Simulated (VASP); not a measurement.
# KCl (Sylvite) (Fm-3m) in VASP: notebook

Runs on KCl (Sylvite). Level: PBE. Tasks: relaxation of the atoms.

Program: VASP 6.6.1. These are calculated values, not measurements. Logs are shortened: lines on timing, memory, paths and dates and some standing lists are left out, and cuts for length are marked.

**What was measured.**

From a printed reference work, monograph, for a bulk crystal of KCl: band gap 8.68 eV.

The results are compared with them further down.

## 1. Starting point

The structure is cubic, space group Fm-3m (No. 225). The conventional cell has a = 6.387 Å, b = 6.387 Å, c = 6.387 Å, α = 90.00°, β = 90.00°, γ = 90.00°. Around K (site symmetry m-3m) lie 6 Cl at 3.19 Å. Cl (site symmetry m-3m) has 6 K at 3.19 Å as nearest neighbours.

## 2. Relaxation of the atoms, PBE (a relaxed cell with its volume scaled by 0.96)

Contents of INCAR:

```
ALGO = Normal
EDIFF = 1E-7
EDIFFG = -0.01
ENCUT = 600
GGA = PE
IBRION = 2
ISIF = 2
ISMEAR = 0
LASPH = True
LCHARG = False
LREAL = False
LWAVE = False
NELM = 80
NSW = 40
PREC = Accurate
SIGMA = 0.03
```

Contents of KPOINTS:

```
k-points
0
Gamma
  8 8 8
```

Contents of POSCAR:

```
KCl                                     
1.0
    0.0000000000      3.1504886802      3.1504886802
    3.1504886802      0.0000000000      3.1504886802
    3.1504886802      3.1504886802      0.0000000000
  K               Cl            
     1     1
Direct
     0.0000000000000000    0.0000000000000000    0.0000000000000000
     0.5000000000000000    0.5000000000000000    0.5000000000000000
```

Potentials or basis: VASP PAW PBE potentials, release 64 (K_sv, Cl).

Command:

```bash
$ cat potpaw_PBE.64/K_sv/POTCAR potpaw_PBE.64/Cl/POTCAR > POTCAR
$ mpirun -np 1 vasp_std > vasp.out
```

OUTCAR:

```text
EDIFF = 1E-7
   EDIFFG = -0.01
   ENCUT = 600
   GGA = PE
   IBRION = 2
   ISIF = 2
   ISMEAR = 0
   LASPH = True
   LREAL = False
   NELM = 80
   NSW = 40
   PREC = Accurate

 ion  position               nearest neighbor table
   1  0.000  0.000  0.000-   2 3.15   2 3.15   2 3.15   2 3.15   2 3.15   2 3.15
   2  0.500  0.500  0.500-   1 3.15   1 3.15   1 3.15   1 3.15   1 3.15   1 3.15

  LATTYP: Found a face centered cubic cell.
 ALAT       =     6.3009773604

  Lattice vectors:

 A1 = (   0.0000000000,   3.1504886802,   3.1504886802)
 A2 = (   3.1504886802,   0.0000000000,   3.1504886802)
 A3 = (   3.1504886802,   3.1504886802,   0.0000000000)

Analysis of symmetry for initial positions (statically):
=====================================================================
 Subroutine PRICEL returns:
 Original cell was already a primitive cell.

 Routine SETGRP: Setting up the symmetry group for a
 face centered cubic supercell.

 Subroutine GETGRP returns: Found 48 space group operations
 (whereof 48 operations were pure point group operations)
 out of a pool of 48 trial point group operations.

The static configuration has the point symmetry O_h .

Analysis of symmetry for dynamics (positions and initial velocities):
=====================================================================
 Subroutine PRICEL returns:
 Original cell was already a primitive cell.

 Routine SETGRP: Setting up the symmetry group for a
 face centered cubic supercell.

 Subroutine GETGRP returns: Found 48 space group operations
 (whereof 48 operations were pure point group operations)
 out of a pool of 48 trial point group operations.

The dynamic configuration has the point symmetry O_h .

 Subroutine INISYM returns: Found 48 space group operations
 (whereof 48 operations are pure point group operations),
 and found     1 'primitive' translations

----------------------------------------------------------------------------------------

                                     Primitive cell

  volume of cell :      62.5408

  direct lattice vectors                    reciprocal lattice vectors
     0.000000000  3.150488680  3.150488680    -0.158705538  0.158705538  0.158705538
     3.150488680  0.000000000  3.150488680     0.158705538 -0.158705538  0.158705538
     3.150488680  3.150488680  0.000000000     0.158705538  0.158705538 -0.158705538

  length of vectors
     4.455463820  4.455463820  4.455463820     0.274886055  0.274886055  0.274886055

  position of ions in fractional coordinates (direct lattice)
     0.000000000  0.000000000  0.000000000
     0.500000000  0.500000000  0.500000000

  ion indices of the primitive-cell ions
   primitive index   ion index
                 1           1
                 2           2

----------------------------------------------------------------------------------------

 KPOINTS: k-points

Automatic generation of k-mesh.
 Grid dimensions read from file:
 generate k-points for:    8    8    8

 Generating k-lattice:

  Cartesian coordinates                     Fractional coordinates (reciprocal lattice)
    -0.019838192  0.019838192  0.019838192     0.125000000  0.000000000  0.000000000
     0.019838192 -0.019838192  0.019838192     0.000000000  0.125000000  0.000000000
     0.019838192  0.019838192 -0.019838192     0.000000000  0.000000000  0.125000000

  Length of vectors
     0.034360757  0.034360757  0.034360757

  Shift w.r.t. Gamma in fractional coordinates (k-lattice)
     0.000000000  0.000000000  0.000000000

 Subroutine IBZKPT returns following result:
 ===========================================

 Found     29 irreducible k-points:

 Following reciprocal coordinates:
            Coordinates               Weight
  0.000000  0.000000  0.000000      1.000000
  0.125000  0.000000  0.000000      8.000000
  0.250000  0.000000  0.000000      8.000000
  0.375000  0.000000  0.000000      8.000000
  0.500000  0.000000  0.000000      4.000000
  0.125000  0.125000  0.000000      6.000000
[... 16 lines left out ...]
  0.500000  0.250000  0.125000     48.000000
 -0.375000  0.250000  0.125000     24.000000
 [... further k-points ...]
   k-points           NKPTS =     29   k-points in BZ     NKDIM =     29   number of bands    NBANDS=     12
   number of dos      NEDOS =    301   number of ions     NIONS =      2
   total plane-waves  NPLWV =  46656
   dimension x,y,z NGX =    36 NGY =   36 NGZ =   36
   dimension x,y,z NGXF=    72 NGYF=   72 NGZF=   72
   ions per type =               1   1
   NGX,Y,Z   is equivalent  to a cutoff of  13.43, 13.43, 13.43 a.u.
   NGXF,Y,Z  is equivalent  to a cutoff of  26.87, 26.87, 26.87 a.u.
 SYSTEM =  unknown system
   PREC   = accura    normal or accurate (medium, high low for compatibility)
   ISTART =      0    job   : 0-new  1-cont  2-samecut
   ICHARG =      2    charge: 1-file 2-atom 10-const
   ISPIN  =      1    spin polarized calculation?
   LNONCOLLINEAR =      F non collinear calculations
   LSORBIT =      F    spin-orbit coupling
   LASPH  =      T    aspherical Exc in radial PAW
   ENCUT  =  600.0 eV  44.10 Ry    6.64 a.u.   8.90  8.90  8.90*2*pi/ulx,y,z
   NELM   =     80;   NELMIN=  2; NELMDL= -5     # of ELM steps
   EDIFF  = 0.1E-06   stopping-criterion for ELM
   LREAL  =      F    real-space projection
   EDIFFG = -.1E-01   stopping-criterion for IOM
   NSW    =     40    number of steps for IOM
   IBRION =      2    ionic relax: 0-MD 1-quasi-New 2-CG
   NFREE  =      1    steps in history (QN), initial steepest desc. (CG)
   ISIF   =      2    stress and relaxation
   ISYM   =      2    0-nonsym 1-usesym 2-fastsym
   POTIM  = 0.5000    time-step for ionic-motion
   TEBEG  =    0.0;   TEEND  =   0.0 temperature during run
   PSTRESS=    0.0 pullay stress
   NELECT =      16.0000    total number of electrons
   NUPDOWN=      -1.0000    fix difference up-down
   EMIN   =  10.00;   EMAX   =-10.00  energy-range for DOS
   EFERMI =   0.00;   METHOD = LEGACY
   ISMEAR =     0;   SIGMA  =   0.03  broadening in eV -4-tet -1-fermi 0-gaus
   EFERMI_NEDOS =   21; number of points for ismear=-14 and -15
   IALGO  =     38    algorithm
   IMIX   =      4    mixing-type and parameters
     AMIX     =   0.40;   BMIX     =  1.00
     AMIX_MAG =   1.60;   BMIX_MAG =  1.00
  volume/ion in A,a.u.               =      31.27       211.02
  Fermi-wavevector in a.u.,A,eV,Ry     =   1.039266  1.963929 14.695309  1.080075
  Thomas-Fermi vector in A             =   2.173789
   LORBIT       =      0    0 simple, 1 ext, 2 COOP (PROOUT), +10 PAW based schemes
   GGA     = PE    functional components
   LHFCALC =     F    Hartree Fock is set to
   AEXX    =    0.0000 exact exchange contribution
   IVDW    =     0    specifies the selected vdW correction
   LEPSILON=     F    determine dielectric tensor
   LRPA    =     F    only Hartree local field effects (RPA)
 conjugate gradient relaxation of ions
 non-spin polarized calculation
 Gauss-broadening in eV      SIGMA  =   0.03
  energy-cutoff  :      600.00
  volume of cell :       62.54
 maximum number of plane-waves:      2120
   NGX = 17   NGY = 17   NGZ = 17

 number of electron      16.0000000 magnetization

 Free energy of the ion-electron system (eV)
  ---------------------------------------------------
  ext. energy  EPLUGINS =         0.00000000
  ---------------------------------------------------
  free energy    TOTEN  =        -6.80537309 eV

  energy without entropy =       -6.80537309  energy(sigma->0) =       -6.80537309

 E-fermi :  -1.6670     XC(G=0):  -7.5233

 val. band max:       -1.8574853010   @ k =   0.0000   0.0000   0.0000
 cond. band min:       3.3167924840   @ k =   0.0000   0.0000   0.0000
 fundamental gap:      5.1742777850
 Fermi energy:        -1.6670267877

 k-point     1 :       0.0000    0.0000    0.0000
  band No.  band energies     occupation
      1     -29.0645      2.00000
      2     -13.9703      2.00000
      3     -12.5256      2.00000
      4     -12.5256      2.00000
      5     -12.5256      2.00000
      6      -1.8575      2.00000
      7      -1.8575      2.00000
      8      -1.8575      2.00000
      9       3.3168      0.00000
     10       6.5212      0.00000
     11       6.5212      0.00000
     12       6.5212      0.00000

 k-point     2 :       0.1250    0.0000    0.0000
  band No.  band energies     occupation
      1     -29.0630      2.00000
      2     -14.0008      2.00000
      3     -12.5270      2.00000
      4     -12.5270      2.00000
      5     -12.4874      2.00000
      6      -2.0461      2.00000
      7      -1.9075      2.00000
      8      -1.9075      2.00000
      9       3.6897      0.00000
     10       6.4035      0.00000
     11       6.7161      0.00000
     12       6.7161      0.00000

 k-point     3 :       0.2500    0.0000    0.0000
  band No.  band energies     occupation
      1     -29.0593      2.00000
      2     -14.0688      2.00000
      3     -12.5303      2.00000
      4     -12.5303      2.00000
      5     -12.4004      2.00000
      6      -2.4403      2.00000
      7      -2.0238      2.00000
      8      -2.0238      2.00000
      9       4.5708      0.00000
     10       6.3060      0.00000
     11       7.2699      0.00000
     12       7.2699      0.00000

 k-point     4 :       0.3750    0.0000    0.0000
  band No.  band energies     occupation
      1     -29.0556      2.00000
      2     -14.1307      2.00000
      3     -12.5335      2.00000
      4     -12.5335      2.00000
      5     -12.3191      2.00000
      6      -2.7769      2.00000
      7      -2.1345      2.00000
      8      -2.1345      2.00000
      9       5.4162      0.00000
     10       6.5048      0.00000
     11       8.0799      0.00000
     12       8.0799      0.00000

 k-point     5 :       0.5000    0.0000    0.0000
  band No.  band energies     occupation
      1     -29.0541      2.00000
      2     -14.1548      2.00000
      3     -12.5349      2.00000
      4     -12.5349      2.00000
      5     -12.2868      2.00000
      6      -2.9044      2.00000
      7      -2.1788      2.00000
      8      -2.1788      2.00000
      9       5.7236      0.00000
     10       6.7295      0.00000
     11       8.6585      0.00000
     12       8.6585      0.00000
[... 228 lines left out ...]
      1     -29.0511      2.00000
      2     -13.8711      2.00000
      3     -12.6652      2.00000
      4     -12.5804      2.00000
      5     -12.5804      2.00000
      6      -2.5123      2.00000
      7      -2.0802      2.00000
      8      -2.0802      2.00000
      9       4.6792      0.00000
     10       6.4745      0.00000
     11       8.1929      0.00000
     12       8.3753      0.00000

 k-point    22 :       0.3750    0.2500    0.1250
  band No.  band energies     occupation
      1     -29.0566      2.00000
      2     -14.0527      2.00000
      3     -12.5630      2.00000
      4     -12.5382      2.00000
      5     -12.4054      2.00000
      6      -2.5545      2.00000
      7      -2.0839      2.00000
      8      -2.0498      2.00000
      9       5.1181      0.00000
     10       5.7245      0.00000
     11       7.8430      0.00000
     12       8.0812      0.00000

 k-point    23 :       0.5000    0.2500    0.1250
  band No.  band energies     occupation
      1     -29.0537      2.00000
      2     -14.0634      2.00000
      3     -12.5773      2.00000
      4     -12.5487      2.00000
      5     -12.3849      2.00000
      6      -2.6613      2.00000
      7      -2.1959      2.00000
      8      -2.1489      2.00000
      9       5.7613      0.00000
     10       6.0887      0.00000
     11       8.1477      0.00000
     12       8.4106      0.00000

 k-point    24 :      -0.3750    0.2500    0.1250
  band No.  band energies     occupation
      1     -29.0525      2.00000
      2     -14.0676      2.00000
      3     -12.5792      2.00000
      4     -12.5578      2.00000
      5     -12.3761      2.00000
      6      -2.6927      2.00000
      7      -2.2565      2.00000
      8      -2.1859      2.00000
      9       5.9867      0.00000
     10       6.4767      0.00000
     11       8.2012      0.00000
     12       8.2875      0.00000

 [... further k-points ...]

------------------------ aborting loop because EDIFF is reached ----------------------------------------

  FORCE on cell =-STRESS in cart. coord.  units (eV):
  Direction    XX          YY          ZZ          XY          YZ          ZX
  --------------------------------------------------------------------------------------
  -------------------------------------------------------------------------------------
  Total        0.2898583      0.2898583      0.2898583      0.0000000      0.0000000      0.0000000
  in kB        7.4256170      7.4256170      7.4256170      0.0000000      0.0000000      0.0000000
  external PRESSURE =       7.4256170 kB  Pullay stress =       0.0000000 kB

 VOLUME and BASIS-vectors are now :
 -----------------------------------------------------------------------------
  energy-cutoff  :      600.00
  volume of cell :       62.54
      direct lattice vectors                 reciprocal lattice vectors
     0.000000000  3.150488680  3.150488680    -0.158705538  0.158705538  0.158705538
     3.150488680  0.000000000  3.150488680     0.158705538 -0.158705538  0.158705538
     3.150488680  3.150488680  0.000000000     0.158705538  0.158705538 -0.158705538

 POSITION                                       TOTAL-FORCE (eV/Angst)
 -----------------------------------------------------------------------------------
      0.00000      0.00000      0.00000         0.000000      0.000000      0.000000
      3.15049      3.15049      3.15049        -0.000000     -0.000000     -0.000000
 -----------------------------------------------------------------------------------
    total drift:                                0.000000      0.000000      0.000000

  FREE ENERGIE OF THE ION-ELECTRON SYSTEM (eV)
  ---------------------------------------------------
  free  energy   TOTEN  =        -6.8053730861 eV

  energy  without entropy=       -6.8053730861  energy(sigma->0) =       -6.80537309

 reached required accuracy - stopping structural energy minimisation
```

It took 12 s on 1 thread of Intel Xeon 6975P-C (Granite Rapids), shared host; peak memory 0.21 GiB.

Results:

```yaml
Free_energy: -6.8054 eV
Pressure_after_relaxing: 0.7 GPa
Band_gap_on_the_k_mesh: 5.17 eV, direct
```

Final structure:
```
K Cl
1.0
     0.00000    3.15049    3.15049
     3.15049    0.00000    3.15049
     3.15049    3.15049    0.00000
K Cl
1 1
Cartesian
  0.0000 0.0000 0.0000
  3.1505 3.1505 3.1505
```

Levels at points of the mesh, in eV from the valence-band top:
| k point | band 5 | band 6 | band 7 | band 8 | band 9 | band 10 | band 11 | band 12 |
| --- | --- | --- | --- | --- | --- | --- | --- | --- |
| (0.00, 0.00, 0.00) | -10.67 | 0.00 | 0.00 | 0.00 | 5.17 | 8.38 | 8.38 | 8.38 |
| (0.50, 0.00, 0.00) | -10.43 | -1.05 | -0.32 | -0.32 | 7.58 | 8.59 | 10.52 | 10.52 |
| (0.50, 0.50, 0.00) | -10.72 | -0.65 | -0.22 | -0.22 | 6.54 | 8.33 | 10.05 | 10.23 |

Caveat: the relaxation stopped at its first step, so nothing moved. A k mesh can miss the band edges.

## 3. Relaxation of the atoms, PBE (a relaxed cell with its volume scaled by 0.98)

INCAR is that of step 2.

KPOINTS is that of step 2.

Contents of POSCAR:

```
KCl                                     
1.0
    0.0000000000      3.1722168750      3.1722168750
    3.1722168750      0.0000000000      3.1722168750
    3.1722168750      3.1722168750      0.0000000000
  K               Cl            
     1     1
Direct
     0.0000000000000000    0.0000000000000000    0.0000000000000000
     0.5000000000000000    0.5000000000000000    0.5000000000000000
```

Potentials or basis: VASP PAW PBE potentials, release 64 (K_sv, Cl).

Command:

```bash
$ cat potpaw_PBE.64/K_sv/POTCAR potpaw_PBE.64/Cl/POTCAR > POTCAR
$ mpirun -np 1 vasp_std > vasp.out
```

Run time: 14 s. Hardware: 1 thread of Intel Xeon 6975P-C (Granite Rapids), shared host; peak memory 0.2 GiB.

It converged, with:

- Free energy: -6.8099 eV
- Pressure after relaxing: 0.4 GPa
- Band gap on the k mesh: 5.10 eV, direct

Final structure:
```cif
data_structure
_symmetry_space_group_name_H-M 'P 1'
_symmetry_Int_Tables_number 1
_cell_length_a 4.4862
_cell_length_b 4.4862
_cell_length_c 4.4862
_cell_angle_alpha 60.000
_cell_angle_beta 60.000
_cell_angle_gamma 60.000
_cell_volume 63.84
loop_
_atom_site_label
_atom_site_type_symbol
_atom_site_fract_x
_atom_site_fract_y
_atom_site_fract_z
_atom_site_occupancy
K1 K 0.00000 0.00000 0.00000 1
Cl1 Cl 0.50000 0.50000 0.50000 1
```

Levels at points of the mesh, in eV from the valence-band top:
| k point | band 4 | band 5 | band 6 | band 7 | band 8 | band 9 | band 10 | band 11 | band 12 |
| --- | --- | --- | --- | --- | --- | --- | --- | --- | --- |
| (0.00, 0.00, 0.00) | -10.72 | -10.72 | 0.00 | 0.00 | 0.00 | 5.10 | 8.37 | 8.37 | 8.37 |
| (0.50, 0.00, 0.00) | -10.73 | -10.49 | -1.01 | -0.31 | -0.31 | 7.52 | 8.50 | 10.45 | 10.45 |
| (0.50, 0.50, 0.00) | -10.77 | -10.77 | -0.64 | -0.22 | -0.22 | 6.55 | 8.24 | 9.93 | 10.19 |

Caveat: the relaxation stopped at its first step, so nothing moved.

## 4. Relaxation of the atoms, PBE

INCAR is that of step 3.

KPOINTS is that of step 3.

Contents of POSCAR:

```
KCl                                     
1.0
    0.0000000000      3.1936514230      3.1936514230
    3.1936514230      0.0000000000      3.1936514230
    3.1936514230      3.1936514230      0.0000000000
  K               Cl            
     1     1
Direct
     0.0000000000000000    0.0000000000000000    0.0000000000000000
     0.5000000000000000    0.5000000000000000    0.5000000000000000
```

Command:

```bash
$ cat potpaw_PBE.64/K_sv/POTCAR potpaw_PBE.64/Cl/POTCAR > POTCAR
$ mpirun -np 1 vasp_std > vasp.out
```

It took 12 s on 1 thread of Intel Xeon 6975P-C (Granite Rapids), shared host; peak memory 0.21 GiB.

It converged, with:

| Property | Result |
| --- | --- |
| Free energy | -6.8113 eV |
| Pressure after relaxing | 0.0 GPa |
| Band gap on the k mesh | 5.04 eV, direct |

Final structure:
```
K Cl
1.0
     0.00000    3.19365    3.19365
     3.19365    0.00000    3.19365
     3.19365    3.19365    0.00000
K Cl
1 1
Direct
  0.00000 0.00000 0.00000
  0.50000 0.50000 0.50000
```

Levels at points of the mesh, in eV from the valence-band top:
```csv
k point,band 5,band 6,band 7,band 8,band 9,band 10,band 11,band 12
"(0.00, 0.00, 0.00)",-10.77,0.00,0.00,0.00,5.04,8.35,8.35,8.35
"(0.50, 0.00, 0.00)",-10.55,-0.98,-0.29,-0.29,7.46,8.42,10.38,10.38
"(0.50, 0.50, 0.00)",-10.82,-0.63,-0.21,-0.21,6.56,8.15,9.81,10.15
```

Caveat: the relaxation stopped at its first step, so nothing moved.

## 5. The runs side by side

| cell | gap on the mesh (eV) | pressure (GPa) |
| --- | --- | --- |
| atoms relaxed from: a relaxed cell with its volume scaled by 0.96 | 5.17 | 0.7 |
| atoms relaxed from: a relaxed cell with its volume scaled by 0.98 | 5.10 | 0.4 |
| atoms relaxed | 5.04 | 0.0 |

Alike in all rows: task relaxation of the atoms; level PBE; potentials or basis VASP PAW PBE potentials, release 64 (K_sv, Cl); no spin polarisation; k mesh 8 × 8 × 8; cutoff (eV) 600; smearing gaussian 0.03 eV.

Caveats: the relaxation stopped at its first step, so nothing moved.

Absolute energies hang on the potentials; compare differences alone.

## 6. Comparison with measurements

Step 4. A measured gap of KCl is 8.68 eV (a printed reference work, monograph); the calculated 5.04 eV misses it by -3.64 eV. The value is that of PBE on a finite k mesh, which can miss the band edges, without temperature or zero-point motion. Semilocal functionals fall short of measured gaps as a rule.
